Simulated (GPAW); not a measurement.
**Core-hole calculation of the Se K edge in CaSe (Fm-3m)**

What does one-electron theory with a core hole give for the Se K edge of CaSe (Fm-3m)?

Main program and level: GPAW 26.7.0; X-ray absorption from dipole matrix elements to empty bands, plane-wave PAW LDA.

The database entry behind the starting cell differs from later determinations by our own check (0.1 to 0.3 % short, probably kX units), so it need not match the best structure at ambient conditions.

**1. The starting structure**

It takes space group Fm-3m (No. 225, cubic). Conventional cell: a = 5.912 Å, b = 5.912 Å, c = 5.912 Å, α = 90.00°, β = 90.00°, γ = 90.00°. Nearest to Se lie 6 Ca at 2.96 Å. Ca has 6 Se at 2.96 Å nearest. Farther neighbours and most contacts between anions are not listed.

As a file:

```xyz
2
Lattice="0.0000 2.9560 2.9560 2.9560 0.0000 2.9560 2.9560 2.9560 0.0000" Properties=species:S:1:pos:R:3 pbc="T T T"
Se    2.9560    2.9560    2.9560
Ca    0.0000    0.0000    0.0000
```

**2. Ground state of the crystal**

The ground state comes first: it tells whether the system has a gap, which decides how the excited electron is treated.

The input, scf.py:

```python
import numpy as np
from ase import Atoms
from ase.parallel import parprint, paropen
from gpaw import GPAW, PW, FermiDirac, Mixer, MixerDif, setup_paths
from gpaw.test import gen
setup_paths.insert(0, '.')
gen('Se', name='nch1s', xcname='LDA', corehole=(1, 0, 0), write_xml=True)
from gpaw.mpi import world
world.barrier()

atoms = Atoms('SeCa',
    cell=[[0, 2.956, 2.956],
     [2.956, 0, 2.956],
     [2.956, 2.956, 0]],
    scaled_positions=[[0.5, 0.5, 0.5],
     [0, 0, 0]],
    pbc=True)
atoms.calc = calc = GPAW(legacy_gpaw=True, mode=PW(430, force_complex_dtype=True), xc='LDA', setups={0: 'nch1s'},
    kpts={'size': (7, 7, 7), 'gamma': True}, occupations=FermiDirac(0.05),
    charge=0, mixer=Mixer(0.1, 5, 50), maxiter=150,
    convergence={'density': 0.0001, 'eigenstates': 1e-6}, txt='scf.txt')
energy = atoms.get_potential_energy() + calc.get_reference_energy()
ef = calc.get_fermi_level()
out = dict(energy=energy, fermi=ef, forces=atoms.get_forces().tolist())
parprint(f'all-electron energy {energy:.4f} eV, Fermi level {ef:.4f} eV')
ev = np.array([[calc.get_eigenvalues(k, s) for k in range(len(calc.get_ibz_k_points()))] for s in range(calc.get_number_of_spins())])
out['homo'], out['lumo'], out['counts'] = ev[ev < ef].max(), ev[ev > ef].min(), sorted(set((ev < ef).sum((0, 2)).tolist()))
out['filled'] = (ev[:, 0] < ef).sum(1).tolist()
import json
with paropen('out.json', 'w') as f:
    json.dump(out, f)
```

The run is started by

```
$ OMP_NUM_THREADS=1 mpirun -n 4 gpaw python scf.py
```

Numbers of over 12 decimals in the logs are rounded to 6 here.

The program printed:

```text
Input parameters:
  convergence: {density: 0.0001,
                eigenstates: 1e-06}
  kpts: {gamma: True,
         size: (7, 7, 7)}
  maxiter: 150
  mixer: {backend: pulay,
          beta: 0.1,
          method: separate,
          nmaxold: 5,
          weight: 50}
  mode: {ecut: 430.0,
         force_complex_dtype: True,
         name: pw}
  occupations: {fixmagmom: False,
                name: fermi-dirac,
                width: 0.05}
  setups: {0: nch1s}

Initialize ...

[... PAW data sets ...]

Reference energy: -84483.586489  # eV

Spin-paired calculation

[... convergence settings ...]
Symmetries present (total): 48
  [... symmetry matrices ...]

343 k-points: 7 x 7 x 7 Monkhorst-Pack grid
20 k-points in the irreducible part of the Brillouin zone
       k-points in crystal coordinates                weights
   0:     0.00000000    0.00000000    0.00000000          1/343
   1:     0.14285714    0.14285714    0.00000000          6/343
   2:     0.14285714    0.14285714    0.14285714          8/343
   3:     0.28571429    0.14285714    0.14285714         12/343
   4:     0.28571429    0.28571429    0.00000000          6/343
   5:     0.28571429    0.28571429    0.14285714         24/343
   6:     0.28571429    0.28571429    0.28571429          8/343
   7:     0.42857143   -0.28571429   -0.28571429         12/343
   8:     0.42857143    0.28571429   -0.42857143         48/343
   9:     0.42857143    0.28571429   -0.28571429         24/343
          ...
  19:     0.42857143    0.42857143    0.42857143          8/343

Wave functions: Plane wave expansion
  Cutoff energy: 430.000 eV
  Number of coefficients (min, max): 1022, 1059
  Pulay-stress correction: 0.000000 eV/Ang^3 (de/decut=0.000000)
  Using FFTW library
  Wavefunction extrapolation:
    Improved wavefunction reuse through dual PAW basis

Occupation numbers: Fermi-Dirac:
  width: 0.0500  # eV

Eigensolver
   Davidson(niter=2)

Densities:
  Coarse grid: 20*20*20 grid
  Fine grid: 40*40*40 grid
  Total Charge: 0.000000

Density mixing:
  Method: separate
  Backend: pulay
  Linear mixing parameter: 0.1
  old densities: 5
  Width of damping distribution: 1.1
  Damping of long wavelength oscillations: 50

[... Hamiltonian set-up ...]
Number of atoms: 2
Number of atomic orbitals: 9
Number of bands in calculation: 9
Number of valence electrons: 16
Bands to converge: occupied

... initialized

Initializing position-dependent things.

Density initialized from atomic densities
Creating initial wave functions:
  9 bands from LCAO basis set

                Se

       Ca

Atomic positions and initial magnetic moments

Positions:
   0 Se     2.956000    2.956000    2.956000    ( 0.0000,  0.0000,  0.0000)
   1 Ca     0.000000    0.000000    0.000000    ( 0.0000,  0.0000,  0.0000)

Unit cell:
           periodic     x           y           z      points  spacing
  1. axis:    yes    0.000000    2.956000    2.956000    20     0.1707
  2. axis:    yes    2.956000    0.000000    2.956000    20     0.1707
  3. axis:    yes    2.956000    2.956000    0.000000    20     0.1707

  Lengths:   4.180415   4.180415   4.180415
  Angles:   60.000000  60.000000  60.000000

Effective grid spacing dv^(1/3) = 0.1862

iter:   1   -10.563707
iter:   2   -10.644416   -0.74  -1.14
iter:   3   -10.632544   -1.22  -1.26
iter:   4   -10.677414   -1.39  -1.44
iter:   5   -10.650545   -2.61  -1.81
iter:   6   -10.642253   -3.03  -2.03
iter:   7   -10.643598   -4.32  -2.47
iter:   8   -10.641669c  -3.22  -2.36
iter:   9   -10.641697c  -4.36  -3.43
iter:  10   -10.641746c  -4.76  -3.43
iter:  11   -10.641701c  -5.82  -3.16
iter:  12   -10.641692c  -6.53c -3.36
iter:  13   -10.641696c  -7.57c -3.46
iter:  14   -10.641676c  -5.51  -3.42
iter:  15   -10.641681c  -5.38  -3.97
iter:  16   -10.641675c  -6.22c -3.62
iter:  17   -10.641675c  -7.79c -4.64c

Converged after 17 iterations.

Dipole moment: (0.000000, -0.000000, 0.000000) |e|*Ang

Energy contributions relative to reference atoms: (reference = -84483.586489)

Kinetic:        +11.110834
Potential:       -8.965935
External:        +0.000000
XC:             -12.143022
Entropy (-ST):   -0.000000
Local:           -0.643553
SIC:             +0.000000
--------------------------
Free energy:    -10.641675
Extrapolated:   -10.641675

Showing only first 2 kpts
 Kpt  Band  Eigenvalues  Occupancy
  0     6      4.23880    2.00000
  0     7      4.23880    2.00000
  0     8      7.34398    0.00000

  1     6      3.94473    2.00000
  1     7      3.94473    2.00000
  1     8      8.01954    0.00000

Fermi level: 5.44176

Gap: 2.402 eV
Transition (v -> c):
  (s=0, k=0, n=7, [0.00, 0.00, 0.00]) -> (s=0, k=15, n=8, [0.43, 0.43, -0.14])
Direct/indirect transitions are different
Direct gap: 3.105 eV
Transition at: (s=0, k=0, n=7, [0.00, 0.00, 0.00])

Forces in eV/Ang:
  0 Se    0.00000   -0.00000   -0.00000
  1 Ca    0.00000   -0.00000   -0.00000
Scalar-relativistic atomic LDA calculation for Se (Selenium, Z=34)
Core hole in 1s state (1s occupation: 2.0)
600 radial gridpoints.
|------------------------------------------------|
|------------------------------------------------|
[... the atom generator's iteration count ...]

Energy contributions:
-------------------------
Kinetic:    +2473.673807
XC:           -84.568572
Potential:  -4815.191637
-------------------------
Total:      -2426.086403

state      eigenvalue         ekin         rmax
-----------------------------------------------
1s^2.0 :  -458.454063   585.610500        0.029
2s^2.0 :   -58.944272   113.958427        0.165
2p^6.0 :   -51.926385   111.024402        0.132
3s^2.0 :    -7.811225    26.858720        0.503
3p^6.0 :    -5.612216    24.321149        0.500
3d^10.0:    -1.962010    19.216000        0.451
4s^2.0 :    -0.642093     3.714776        1.502
4p^4.0 :    -0.244602     2.288913        1.798
-----------------------------------------------
(units: Bohr and Hartree)

Generating PAW setup
Kinetic energy of the core from tauc = 2487.595922
Cutoffs:
rc(s)=1.600
rc(p)=1.900
rc(d)=1.600
rc(vbar)=1.440
rc(comp)=1.600
rc(nct)=1.900

Kinetic energy of the core states: 2457.088603
Charge: 0.0
Core electrons: 28.0
Valence electrons: 6.0
Pseudo-core charge: 1.089569
Shape function alpha=3.906
Pseudo-electron charge 7.390631
state    eigenvalue         norm
--------------------------------
4s(2) :    -0.642093     1.095786
*s    :     0.357907
4p(4) :    -0.244602     1.027373
*p    :     0.755398
*d    :     0.000000
--------------------------------

Diagonalizing with gridspacing h=0.050

state   all-electron     PAW
-------------------------------
4s:      -0.642093    -0.642657
4p:      -0.244602    -0.244988
*d:                    0.040490
*f:                    0.073581
-------------------------------
all-electron energy -84494.2282 eV, Fermi level 5.4418 eV
```

It took 3.4 s on 4 MPI ranks of Arm Neoverse V2, shared host; peak memory 0.16 GiB; 13 s of CPU time.

The mesh shows a gap of 2.40 eV, so the hole is first treated in a charged cell, without the excited electron.

**3. Spectrum without a core hole, Se atom 1**

Without a hole the spectrum is the empty density of states of the right symmetry on the absorber, weighted by matrix elements. It needs only the small cell and serves as the baseline. The data set with a hole of occupation 0 only carries the core orbital.

The absorber has 6 Ca at 2.96 Å (octahedral, site symmetry m-3m).

The input, xas.py:

```python
import numpy as np
from ase import Atoms
from ase.parallel import parprint, paropen
from gpaw import GPAW, PW, FermiDirac, Mixer, MixerDif, setup_paths
from gpaw.test import gen
setup_paths.insert(0, '.')
gen('Se', name='nch1s', xcname='LDA', corehole=(1, 0, 0), write_xml=True)
from gpaw.mpi import world
world.barrier()

atoms = Atoms('SeCa',
    cell=[[0, 2.956, 2.956],
     [2.956, 0, 2.956],
     [2.956, 2.956, 0]],
    scaled_positions=[[0.5, 0.5, 0.5],
     [0, 0, 0]],
    pbc=True)
atoms.calc = calc = GPAW(legacy_gpaw=True, mode=PW(430, force_complex_dtype=True), xc='LDA', setups={0: 'nch1s'},
    kpts={'size': (7, 7, 7), 'gamma': True}, occupations=FermiDirac(0.02),
    charge=0, mixer=Mixer(0.1, 5, 50), maxiter=150,
    convergence={'density': 0.0001, 'eigenstates': 1e-6}, txt='scf.txt')
energy = atoms.get_potential_energy() + calc.get_reference_energy()
ef = calc.get_fermi_level()
out = dict(energy=energy, fermi=ef, forces=atoms.get_forces().tolist())
parprint(f'all-electron energy {energy:.4f} eV, Fermi level {ef:.4f} eV')
ev = np.array([[calc.get_eigenvalues(k, s) for k in range(len(calc.get_ibz_k_points()))] for s in range(calc.get_number_of_spins())])
out['homo'], out['lumo'], out['counts'] = ev[ev < ef].max(), ev[ev > ef].min(), sorted(set((ev < ef).sum((0, 2)).tolist()))
out['filled'] = (ev[:, 0] < ef).sum(1).tolist()

from ase.units import Ha
from gpaw.xas import dipole_matrix_elements
nb = int(calc.get_number_of_electrons() / 2) + 34
top = nb
nscf = calc.fixed_density(kpts={'size': (6, 6, 6), 'gamma': True},
    convergence={'eigenstates': 1.0}, txt='nscf.txt')
nscf.diagonalize_full_hamiltonian(nbands=nb)
cell = atoms.cell.array
ops = [cell.T @ U.T @ np.linalg.inv(cell.T) for U in nscf.wfs.kd.symmetry.op_scc]
filled = [8]  # bands filled in the ground state, by spin
E = np.arange(-25, 34, 0.1)
fwhm = np.interp(E, [4, 25], [2.33, 3.5])
Y, X, zero, highest = 0, 0, 1e9, 1e9
for spin in range(nscf.get_number_of_spins()):
    wfs = nscf.wfs
    A = dipole_matrix_elements(wfs.setups[0])
    eps = np.zeros((wfs.kd.nibzkpts, nb))
    d = np.zeros((3, A.shape[1], wfs.kd.nibzkpts, nb), complex)
    for kpt in wfs.kpt_u:
        if kpt.s == spin and 0 in kpt.P_ani:
            eps[kpt.k] = kpt.eps_n * Ha
            d[:, :, kpt.k] = (kpt.weight * wfs.nspins / 2) ** 0.5 * np.inner(A, kpt.P_ani[0])
    world.sum(eps)
    world.sum(d)
    T = np.einsum('amkn,bmkn->abkn', d, d.conj()).real
    T = sum(np.einsum('ai,ijkn,bj->abkn', R, T, R) for R in ops) / len(ops)
    empty = np.ones_like(eps, bool) & (np.arange(nb) >= filled[spin])
    zero, highest = min(zero, eps[empty].min()), min(highest, eps[:, top - 1].min())
    lines = [(eps, T, empty)] if spin == 0 else lines + [(eps, T, empty)]
for eps, T, empty in lines:
    f = np.einsum('aakn->akn', T).reshape(3, -1)
    x = eps.ravel() - zero
    w = np.interp(x, E, fwhm) / 2.35482
    g = np.exp(-0.5 * ((E[:, None] - x) / w) ** 2) / (w * (2 * np.pi) ** 0.5)
    Y = Y + (f * empty.ravel()) @ g.T
    X = X + (f * ~empty.ravel()) @ g.T
out.update(E=E.round(2).tolist(), xas=Y.tolist(), xes=X.tolist(), zero=zero, valid=highest - zero, nk=len(eps), nb=nb)
for i in range(0, len(E), 10):
    parprint(f'{E[i]:7.2f}', *(f'{v:10.3e}' for v in Y[:, i]))
import json
with paropen('out.json', 'w') as f:
    json.dump(out, f)
```

The run is started by

```
$ OMP_NUM_THREADS=1 mpirun -n 4 gpaw python xas.py
```

The program printed:

```text
Input parameters:
  convergence: {density: 0.0001,
                eigenstates: 1e-06}
  kpts: {gamma: True,
         size: (7, 7, 7)}
  maxiter: 150
  mixer: {backend: pulay,
          beta: 0.1,
          method: separate,
          nmaxold: 5,
          weight: 50}
  mode: {ecut: 430.0,
         force_complex_dtype: True,
         name: pw}
  occupations: {fixmagmom: False,
                name: fermi-dirac,
[...]
*p    :     0.755398
*d    :     0.000000
--------------------------------

Diagonalizing with gridspacing h=0.050

state   all-electron     PAW
-------------------------------
4s:      -0.642093    -0.642657
4p:      -0.244602    -0.244988
*d:                    0.040490
*f:                    0.073581
-------------------------------
all-electron energy -84494.2282 eV, Fermi level 5.4418 eV
[...]
32.00  8.246e-08  8.246e-08  8.246e-08
  33.00  6.436e-08  6.436e-08  6.436e-08
[key lines of the parts left out:]
Converged after 17 iterations.
Dipole moment: (0.000000, -0.000000, 0.000000) |e|*Ang
Free energy:    -10.641675
Fermi level: 5.44176
```

Wall time 15 s (4 MPI ranks); peak memory 0.3 GiB.

The Se K spectrum, Se atom 1, no core hole (energy from the lowest empty level; intensity scaled to a mean of 1 over the first 20 eV):

| E (eV) | intensity |
| --- | --- |
| -2.0 | 0.00 |
| -1.5 | 0.00 |
| -1.0 | 0.01 |
| -0.5 | 0.04 |
| 0.0 | 0.08 |
| 0.5 | 0.16 |
| 1.0 | 0.28 |
| 1.5 | 0.43 |
| 2.0 | 0.61 |
| 2.5 | 0.81 |
| 3.0 | 1.00 |
| 3.5 | 1.15 |
| 4.0 | 1.22 |
| 4.5 | 1.26 |
| 5.0 | 1.31 |
| 5.5 | 1.43 |
| 6.0 | 1.62 |
| 6.5 | 1.84 |
| 7.0 | 2.03 |
| 7.5 | 2.09 |
| 8.0 | 1.97 |
| 8.5 | 1.68 |
| 9.0 | 1.34 |
| 9.5 | 1.04 |
| 10.0 | 0.83 |
| 10.5 | 0.72 |
| 11.0 | 0.68 |
| 11.5 | 0.66 |
| 12.0 | 0.63 |
| 12.5 | 0.59 |
| 13.0 | 0.57 |
| 13.5 | 0.58 |
| 14.0 | 0.65 |
| 14.5 | 0.76 |
| 15.0 | 0.89 |
| 15.5 | 1.01 |
| 16.0 | 1.07 |
| 16.5 | 1.06 |
| 17.0 | 1.00 |
| 17.5 | 0.91 |
| 18.0 | 0.85 |
| 18.5 | 0.83 |
| 19.0 | 0.85 |
| 19.5 | 0.91 |
| 20.0 | 0.96 |
| 20.5 | 0.99 |
| 21.0 | 1.00 |
| 21.5 | 0.99 |
| 22.0 | 1.00 |
| 22.5 | 1.03 |
| 23.0 | 1.09 |
| 23.5 | 1.20 |
| 24.0 | 1.32 |
| 24.5 | 1.43 |
| 25.0 | 1.50 |
| 25.5 | 1.51 |
| 26.0 | 1.45 |
| 26.5 | 1.32 |
| 27.0 | 1.16 |
| 27.5 | 0.99 |
| 28.0 | 0.85 |
| 28.5 | 0.77 |
| 29.0 | 0.75 |
| 29.5 | 0.78 |
| 30.0 | 0.84 |
| 30.5 | 0.89 |

Main maxima below 30 eV (height): 7.4 eV (2.09), 16.2 eV (1.07) and 25.4 eV (1.52). A K edge sees empty p states on the absorber.

The same matrix elements for filled bands give the Se K emission of Se atom 1 (ground-state approximation; energy from the lowest empty level, largest value 1):

```
E (eV)  emission
-24.00      0.00
-23.25      0.00
-22.50      0.00
-21.75      0.00
-21.00      0.00
-20.25      0.00
-19.50      0.00
-18.75      0.00
-18.00      0.00
-17.25      0.00
-16.50      0.00
-15.75      0.00
-15.00      0.00
-14.25      0.00
-13.50      0.00
-12.75      0.00
-12.00      0.00
-11.25      0.00
-10.50      0.00
 -9.75      0.00
 -9.00      0.00
 -8.25      0.00
 -7.50      0.00
 -6.75      0.03
 -6.00      0.12
 -5.25      0.33
 -4.50      0.65
 -3.75      0.94
 -3.00      0.97
 -2.25      0.68
 -1.50      0.30
 -0.75      0.08
  0.00      0.01
  0.75      0.00
  1.50      0.00
  2.25      0.00
  3.00      0.00
```

Emission maxima: -3.2 eV (1.00).

**4. Reference energy of the supercell**

The photon energy needs a difference of total energies, so the cell and mesh of the coming hole run are first run without a hole.

Edit scf.py of step 2 so:

```diff
@@ -10,11 +10,21 @@
 
-atoms = Atoms('SeCa',
-    cell=[[0, 2.956, 2.956],
-     [2.956, 0, 2.956],
-     [2.956, 2.956, 0]],
-    scaled_positions=[[0.5, 0.5, 0.5],
-     [0, 0, 0]],
+atoms = Atoms('Se6Ca6',
+    cell=[[-2.956, -2.956, -5.912],
+     [-2.956, -2.956, 5.912],
+     [-2.956, 5.912, 2.956]],
+    scaled_positions=[[0.25, 0.75, 0],
+     [0.91666667, 0.75, 0.33333333],
+     [0.75, 0.25, 0],
+     [0.58333333, 0.75, 0.66666667],
+     [0.41666667, 0.25, 0.33333333],
+     [0.08333333, 0.25, 0.66666667],
+     [0, 0, 0],
+     [0.66666667, 0, 0.33333333],
+     [0.5, 0.5, 0],
+     [0.33333333, 0, 0.66666667],
+     [0.16666667, 0.5, 0.33333333],
+     [0.83333333, 0.5, 0.66666667]],
     pbc=True)
 atoms.calc = calc = GPAW(legacy_gpaw=True, mode=PW(430, force_complex_dtype=True), xc='LDA', setups={0: 'nch1s'},
-    kpts={'size': (7, 7, 7), 'gamma': True}, occupations=FermiDirac(0.05),
+    kpts={'size': (3, 3, 3), 'gamma': True}, occupations=FermiDirac(0.02),
     charge=0, mixer=Mixer(0.1, 5, 50), maxiter=150,
```

The run is started by

```
$ OMP_NUM_THREADS=1 mpirun -n 4 gpaw python scf.py
```

The program printed:

```text
Input parameters:
  convergence: {density: 0.0001,
                eigenstates: 1e-06}
  kpts: {gamma: True,
         size: (3, 3, 3)}
  maxiter: 150
  mixer: {backend: pulay,
          beta: 0.1,
          method: separate,
          nmaxold: 5,
          weight: 50}
  mode: {ecut: 430.0,
         force_complex_dtype: True,
         name: pw}
  occupations: {fixmagmom: False,
                name: fermi-dirac,
[...]
4s(2) :    -0.642093     1.095786
*s    :     0.357907
4p(4) :    -0.244602     1.027373
*p    :     0.755398
*d    :     0.000000
--------------------------------

Diagonalizing with gridspacing h=0.050

state   all-electron     PAW
-------------------------------
4s:      -0.642093    -0.642657
4p:      -0.244602    -0.244988
*d:                    0.040490
*f:                    0.073581
-------------------------------
all-electron energy -506965.3687 eV, Fermi level 5.4418 eV
[key lines of the parts left out:]
Converged after 17 iterations.
Dipole moment: (0.000000, 0.000000, -0.000000) |e|*Ang
Free energy:    -63.849761
Fermi level: 5.44177
```

It took 26 s on 4 MPI ranks; peak memory 0.24 GiB; 1.7 min of CPU time.

Reference energy: -506965.369 eV with the cores included.

(Continued in part 2 of 2.)

[Banner, clock and machine lines of the logs are left out without a mark of their own.]

[Logs are printed without paths, hosts, clocks, repeated set-up lines and the standing remarks that a program may print on its own settings, such as how far it seeks lower states.]

[Hosts, paths, dates, database ids (printed as entryN), source tags and the programs' standing remarks are cut or masked in the printed files.]

[Lists of maxima count a maximum above −3 eV only where it reaches 4 % of the highest in the window and stands out from its surroundings by 2 % of it (1.5 % where it reaches 55 %); shoulders and weaker maxima are passed over, and of the rest the first, up to two pre-edge ones and the few strongest are named.]
